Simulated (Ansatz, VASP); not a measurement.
# One calculation of AgCl, two programs

Contents of POSCAR:

```
AgCl
1.0
    3.9231075624      0.0000000000      0.0000000000
   -1.9615537812      3.3975108108      0.0000000000
    0.0000000000      0.0000000000      6.0744478462
Ag Cl
2 2
Direct
    0.0000000000      0.0000000000      0.0000000000
    0.0000000000      0.0000000000      0.5000000000
    0.3333333333      0.6666666667      0.2500000000
    0.6666666667      0.3333333333      0.7500000000
```

The input INCAR.step1:

```
PREC = Accurate
ENCUT = 520
ISMEAR = 0
SIGMA = 0.01
LREAL = False
LASPH = True
NELM = 60
NBANDS = 26
GGA = PE
ALGO = Normal
EDIFF = 1E-4
LWAVE = True
LCHARG = False
```

The input INCAR.step2:

```
PREC = Accurate
ENCUT = 520
EDIFF = 1E-7
ISMEAR = 0
SIGMA = 0.01
LREAL = False
LASPH = True
NELM = 60
ALGO = Normal
ISIF = 2
LWAVE = False
LCHARG = False
METAGGA = R2SCAN
LMIXTAU = True
NBANDS = 26
ISTART = 1
```

File KPOINTS:

```
Automatic mesh
0
Gamma
  6 6 4
```

Input for Ansatz:

```yaml
crystal:
  lattice:
    - [3.9231075624, 0.0, 0.0]
    - [-1.9615537812, 3.3975108108, 0.0]
    - [0.0, 0.0, 6.0744478462]
  atoms:
    - { symbol: Ag, position: [0.0, 0.0, 0.0] }
    - { symbol: Ag, position: [0.0, 0.0, 0.5] }
    - { symbol: Cl, position: [0.3333333333, 0.6666666667, 0.25] }
    - { symbol: Cl, position: [0.6666666667, 0.3333333333, 0.75] }
kpoints:
  mp_grid: { grid: [6, 6, 4] }
hamiltonian:
  xc: r2scan
scf:
  occupations: { method: fixed }
  n_extra_bands: 5
output:
  forces: true
  stress: true
  eigenvalues: true
```

Alike in both runs: task single point; functional r2SCAN; k mesh 6 × 6 × 4; no spin polarisation.

```csv
,VASP,Ansatz
version,VASP 6.6.1,Ansatz 0.2.0
potentials or method,"VASP PAW PBE potentials, release 64 (Ag, Cl)","plane waves, PAW"
plane-wave cutoff (eV),520,500
occupations,"gaussian, width 0.01 eV",fixed
valence electrons in the cell,36,52
```

Ansatz gave:

| Quantity | Value |
| --- | --- |
| gap on the k mesh at the Fermi level (eV) | 1.51 |
| pressure (GPa) | 3.7 |

Task: What did VASP give for the same quantities?

Result: gap on the k mesh at the Fermi level (eV): 1.46; pressure (GPa): 3.7.

The two sets of potentials don't hold the same shells in valence.

Caveats: the PAW data sets were made with another functional, which shifts forces and pressure a little (VASP). r2SCAN opens gaps a little over a GGA but as a rule still falls short of measured ones.
